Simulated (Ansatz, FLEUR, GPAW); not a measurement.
## CdSe: programs and potentials compared

```
Cd Se
1.0
     0.00000    3.07027    3.07027
     3.07027    0.00000    3.07027
     3.07027    3.07027    0.00000
Cd Se
1 1
Direct
  0.00000 0.00000 0.00000
  0.25000 0.25000 0.25000
```

The cell is a database's computed one, not the measured one.

Alike in all runs: task band structure; functional RPBE; k mesh 8 × 8 × 8; occupations fermi-dirac, width 0.05 eV; no spin polarisation; no spin-orbit coupling. Pressure is positive in compression and, in plane waves, holds the error of the finite cutoff. Gaps are the smaller of the mesh's and the band path's.

| program and potentials | plane-wave cutoff (eV) | notes | band gap (eV) | pressure (GPa) |
| --- | --- | --- | --- | --- |
| FLEUR, all-electron, FLAPW | - | - | 0.95 | - |
| GPAW, the program's PAW data sets (release 1.2.1) made for this functional | 600 | - | 0.72 | 2.98 |
| Ansatz, all-electron LAPW, scalar-relativistic | - | - | 0.73 | 3.21 |

The band gap spans 0.72 (GPAW, the program's PAW data sets (release 1.2.1) made for this functional) to 0.95 eV (FLEUR, all-electron, FLAPW), with all-electron results at 0.73 to 0.95. The pressure spans 2.98 (GPAW, the program's PAW data sets (release 1.2.1) made for this functional) to 3.21 GPa (Ansatz, all-electron LAPW, scalar-relativistic), with all-electron results at 3.21. Spin-orbit coupling, left out here, moves the band edges of heavy atoms.

Differences between rows come from potentials, basis sets and numerical settings, since the functional is the same but for its coding. Runs on potential files found faulty are left out.

GPAW and Ansatz agree closely on the gap, at 0.72 and 0.73 eV, while FLEUR gives 0.95 eV. Since the outlier and one of the agreeing pair are both all-electron, the split does not follow the divide between PAW and all-electron methods; it may instead reflect the treatment of relativity or of the Cd d shell, to which the s-like conduction-band edge and the Se p valence-band edge respectively are sensitive.

All three gaps lie well below the measured one for zinc-blende CdSe, as expected of a semilocal functional, whose Kohn-Sham gap lacks the derivative discontinuity. Cd d states placed too high also push up the Se p valence edge through p-d repulsion, narrowing the gap further.

The positive pressures, 2.98 and 3.21 GPa, suggest that RPBE favours a larger cell, in line with its tendency to underbind solids. Because the gap of CdSe shrinks on expansion, relaxing the volume would probably worsen the underestimate, so the fixed cell is not its cause.
